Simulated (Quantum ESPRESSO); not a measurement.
# SiO2 (P4_2/mnm) in Quantum ESPRESSO: notebook, part 2 of 2

Quantum ESPRESSO 7.5.

## (4) Band structure, r2SCAN

Contents of pw.in:

```
&CONTROL
  calculation = 'scf'
  prefix = 'pwscf'
  outdir = './tmp'
  pseudo_dir = './pseudo'
  tprnfor = .true.
  tstress = .true.
  disk_io = 'low'
/
&SYSTEM
  ibrav = 0
  celldm(1) = 8
  nat = 6
  ntyp = 2
  ecutwfc = 88
  nbnd = 24
  input_dft = 'r2scan'
  occupations = 'smearing'
  smearing = 'fd'
  degauss = 0.00367493
  nosym = .true.
/
&ELECTRONS
  conv_thr = 1d-08
  electron_maxstep = 120
  mixing_beta = 0.5
/
ATOMIC_SPECIES
Si    28.0850 Si_ONCV_PBE-1.2.upf
O     15.9990 O_ONCV_PBE-1.2.upf
CELL_PARAMETERS alat
  0.9999412561570   0.0000000000000   0.0000000000000
  0.0000000000000   0.9999412561570   0.0000000000000
  0.0000000000000   0.0000000000000   0.6362459835061
ATOMIC_POSITIONS crystal
Si     0.0000000000    0.0000000000    0.0000000000
Si     0.5000000000    0.5000000000    0.5000000000
O      0.8068390000    0.1931610000    0.5000000000
O      0.3068390000    0.3068390000    0.0000000000
O      0.1931610000    0.8068390000    0.5000000000
O      0.6931610000    0.6931610000    0.0000000000
K_POINTS automatic
4 4 8 0 0 0
```

Contents of bands.in:

```
&CONTROL
  calculation = 'bands'
  prefix = 'pwscf'
  outdir = './tmp'
  pseudo_dir = './pseudo'
  disk_io = 'low'
  verbosity = 'high'
/
&SYSTEM
  ibrav = 0
  celldm(1) = 8
  nat = 6
  ntyp = 2
  ecutwfc = 88
  nbnd = 24
  input_dft = 'r2scan'
  occupations = 'smearing'
  smearing = 'fd'
  degauss = 0.00367493
  nosym = .true.
/
&ELECTRONS
  conv_thr = 1d-08
  electron_maxstep = 120
  mixing_beta = 0.5
  diago_full_acc = .true.
  startingwfc = 'random'
/
ATOMIC_SPECIES
Si    28.0850 Si_ONCV_PBE-1.2.upf
O     15.9990 O_ONCV_PBE-1.2.upf
CELL_PARAMETERS alat
  0.9999412561570   0.0000000000000   0.0000000000000
  0.0000000000000   0.9999412561570   0.0000000000000
  0.0000000000000   0.0000000000000   0.6362459835061
ATOMIC_POSITIONS crystal
Si     0.0000000000    0.0000000000    0.0000000000
Si     0.5000000000    0.5000000000    0.5000000000
O      0.8068390000    0.1931610000    0.5000000000
O      0.3068390000    0.3068390000    0.0000000000
O      0.1931610000    0.8068390000    0.5000000000
O      0.6931610000    0.6931610000    0.0000000000
K_POINTS crystal
60
 0.0000000000  0.0000000000  0.0000000000 1
 0.0000000000  0.1250000000  0.0000000000 1
 0.0000000000  0.2500000000  0.0000000000 1
 0.0000000000  0.3750000000  0.0000000000 1
 0.0000000000  0.5000000000  0.0000000000 1
 0.1250000000  0.5000000000  0.0000000000 1
 0.2500000000  0.5000000000  0.0000000000 1
 0.3750000000  0.5000000000  0.0000000000 1
 0.5000000000  0.5000000000  0.0000000000 1
 0.4285714286  0.4285714286  0.0000000000 1
 0.3571428571  0.3571428571  0.0000000000 1
 0.2857142857  0.2857142857  0.0000000000 1
 0.2142857143  0.2142857143  0.0000000000 1
 0.1428571429  0.1428571429  0.0000000000 1
 0.0714285714  0.0714285714  0.0000000000 1
 0.0000000000  0.0000000000  0.0000000000 1
 0.0000000000  0.0000000000  0.0625000000 1
 0.0000000000  0.0000000000  0.1250000000 1
 0.0000000000  0.0000000000  0.1875000000 1
 0.0000000000  0.0000000000  0.2500000000 1
 0.0000000000  0.0000000000  0.3125000000 1
 0.0000000000  0.0000000000  0.3750000000 1
 0.0000000000  0.0000000000  0.4375000000 1
 0.0000000000  0.0000000000  0.5000000000 1
 0.0000000000  0.1000000000  0.5000000000 1
 0.0000000000  0.2000000000  0.5000000000 1
 0.0000000000  0.3000000000  0.5000000000 1
 0.0000000000  0.4000000000  0.5000000000 1
 0.0000000000  0.5000000000  0.5000000000 1
 0.1000000000  0.5000000000  0.5000000000 1
 0.2000000000  0.5000000000  0.5000000000 1
 0.3000000000  0.5000000000  0.5000000000 1
 0.4000000000  0.5000000000  0.5000000000 1
 0.5000000000  0.5000000000  0.5000000000 1
 0.4285714286  0.4285714286  0.5000000000 1
 0.3571428571  0.3571428571  0.5000000000 1
 0.2857142857  0.2857142857  0.5000000000 1
 0.2142857143  0.2142857143  0.5000000000 1
 0.1428571429  0.1428571429  0.5000000000 1
 0.0714285714  0.0714285714  0.5000000000 1
 0.0000000000  0.0000000000  0.5000000000 1
 0.0000000000  0.5000000000  0.0000000000 1
 0.0000000000  0.5000000000  0.0625000000 1
 0.0000000000  0.5000000000  0.1250000000 1
 0.0000000000  0.5000000000  0.1875000000 1
 0.0000000000  0.5000000000  0.2500000000 1
 0.0000000000  0.5000000000  0.3125000000 1
 0.0000000000  0.5000000000  0.3750000000 1
 0.0000000000  0.5000000000  0.4375000000 1
 0.0000000000  0.5000000000  0.5000000000 1
 0.5000000000  0.5000000000  0.0000000000 1
 0.5000000000  0.5000000000  0.0555555556 1
 0.5000000000  0.5000000000  0.1111111111 1
 0.5000000000  0.5000000000  0.1666666667 1
 0.5000000000  0.5000000000  0.2222222222 1
 0.5000000000  0.5000000000  0.2777777778 1
 0.5000000000  0.5000000000  0.3333333333 1
 0.5000000000  0.5000000000  0.3888888889 1
 0.5000000000  0.5000000000  0.4444444444 1
 0.5000000000  0.5000000000  0.5000000000 1
```

Potentials or basis: SG15 PBE 1.2.

Command:

```
OMP_NUM_THREADS=1 mpirun -n 2 pw.x -nk 2 -in pw.in > pw.out
OMP_NUM_THREADS=1 mpirun -n 2 pw.x -nk 2 -in bands.in > bands.out
```

It took 2.2 min on 2 MPI ranks of AMD EPYC 9R45 (Zen 5), shared host; peak memory 0.32 GiB.

It converged, with:

```
Free energy             : -1961.7586 eV
Pressure                : -7.0 GPa
Largest force           : 0.051 eV/Å
Band gap on the k mesh  : 5.71 eV, direct
Band gap along the path : 5.71 eV, direct
```

Forces on the atoms (eV/Å):
```
Si   0.000  0.000  0.000
Si   0.000  0.000  0.000
O   -0.036  0.036  0.000
O   -0.036 -0.036  0.000
O    0.036 -0.036  0.000
O    0.036  0.036  0.000
```

Stress tensor (GPa, compression positive):
```
-6.70  0.00  0.00
 0.00 -6.70  0.00
 0.00  0.00 -7.46
```

Levels at the corners of the path, in eV from the valence-band top:
| point | band 12 | band 13 | band 14 | band 15 | band 16 | band 17 | band 18 | band 19 | band 20 | band 21 |
| --- | --- | --- | --- | --- | --- | --- | --- | --- | --- | --- |
| Γ | -3.10 | -2.52 | -0.86 | -0.86 | 0.00 | 5.71 | 7.55 | 9.22 | 9.22 | 12.02 |
| X | -3.76 | -2.67 | -2.67 | -1.05 | -1.05 | 8.14 | 8.14 | 9.83 | 9.83 | 11.91 |
| M | -3.22 | -2.58 | -2.58 | -2.20 | -2.20 | 7.90 | 7.90 | 10.76 | 10.76 | 13.93 |
| Γ | -3.10 | -2.52 | -0.86 | -0.86 | 0.00 | 5.71 | 7.55 | 9.22 | 9.22 | 12.02 |
| Z | -4.52 | -2.92 | -2.92 | -2.59 | -2.59 | 9.62 | 9.62 | 13.41 | 13.41 | 13.44 |
| R | -3.84 | -2.24 | -2.24 | -1.71 | -1.71 | 9.41 | 9.41 | 10.47 | 10.47 | 13.24 |
| A | -4.40 | -1.74 | -1.74 | -1.52 | -1.52 | 7.70 | 7.70 | 11.71 | 11.71 | 12.78 |
| Z | -4.52 | -2.92 | -2.92 | -2.59 | -2.59 | 9.62 | 9.62 | 13.41 | 13.41 | 13.44 |
| X | -3.76 | -2.67 | -2.67 | -1.05 | -1.05 | 8.14 | 8.14 | 9.83 | 9.83 | 11.91 |
| R | -3.84 | -2.24 | -2.24 | -1.71 | -1.71 | 9.41 | 9.41 | 10.47 | 10.47 | 13.24 |
| M | -3.22 | -2.58 | -2.58 | -2.20 | -2.20 | 7.90 | 7.90 | 10.76 | 10.76 | 13.93 |
| A | -4.40 | -1.74 | -1.74 | -1.52 | -1.52 | 7.70 | 7.70 | 11.71 | 11.71 | 12.78 |

Caveat: the potentials were made for another functional, which shifts forces and pressure.

## (5) The reference run

An earlier run on the cell as given: functional PBE; potentials or basis SSSP 1.3 efficiency PBE; cutoff 748 eV; density cutoff 5987 eV; k mesh 6 × 6 × 10; occupations fermi-dirac, width 0.05 eV; no spin polarisation.

* Pressure: 0.1 GPa
* Largest force: 0.011 eV/Å
* Band gap on the k mesh: 5.04 eV, direct

## (6) Summary

| task | level | potentials or basis | k mesh | cutoff (eV) | SCF threshold | form of the LDA correlation | symmetry | gap on the mesh (eV) | pressure (GPa) | largest force (eV/Å) |
| --- | --- | --- | --- | --- | --- | --- | --- | --- | --- | --- |
| band structure | PBE | SSSP 1.3 efficiency PBE | 6 × 6 × 10 | 748 | 1.2e-09 Ry | - | - | 5.04 | 0.1 | 0.01 |
| band structure | LDA | GBRV 1.5 LDA | 6 × 6 × 10 | 612 | 1.2e-09 Ry | PZ81 | - | 5.05 | -13.5 | 0.12 |
| band structure | r2SCAN | SG15 PBE 1.2 | 4 × 4 × 8 | 1197 | 1e-08 Ry | - | off | 5.71 | -7.0 | 0.05 |
| single point | PBE | SSSP 1.3 efficiency PBE | 6 × 6 × 10 | 748 | 1.2e-09 Ry | - | - | 5.04 | 0.1 | 0.01 |

Alike in all rows: no spin polarisation; cell as given; smearing fermi-dirac 0.05 eV.

Caveats: some levels on the path didn't converge (some runs); the potentials were made for another functional, which shifts forces and pressure (some runs).

Total energies depend on the potentials used, so only differences within one code and one set of settings carry meaning.
